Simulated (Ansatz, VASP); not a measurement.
## BiTe3: VASP beside Ansatz

```xyz
4
Lattice="6.0325 0.0000 0.0000 0.0000 6.0325 0.0000 0.0000 0.0000 6.0325" Properties=species:S:1:pos:R:3 pbc="T T T"
Bi    3.0162    3.0162    3.0162
Te    0.0000    3.0162    3.0162
Te    3.0162    0.0000    3.0162
Te    3.0162    3.0162    0.0000
```

Alike in both runs: functional PBE; k mesh 8 × 8 × 8; occupations gaussian, width 0.1 eV; no spin polarisation.

Ansatz relaxed the structure, and its values are those at the end. VASP's run is a single point on that final structure, the one shown.

```csv
,VASP,Ansatz
version,VASP 6.6.1,Ansatz 0.2.0
potentials or method,"VASP PAW PBE potentials, release 64 (Bi_d, Te)","scalar-relativistic, plane waves, PAW"
plane-wave cutoff (eV),520,420
valence electrons in the cell,33,63
```

|  | VASP | Ansatz | Ansatz less VASP |
| --- | --- | --- | --- |
| gap on the k mesh at the Fermi level (eV) | none | none | - |
| pressure (GPa) | 0.0 | 0.0 | +0.02 |

A gap of «none» marks a metal or a gap that the smearing closes. The two sets of potentials don't hold the same shells in valence. Ansatz warned: «xc_potential_rough_in_thin_density».

Caveats: spin-orbit coupling is left out, which moves the levels of the heavy elements.
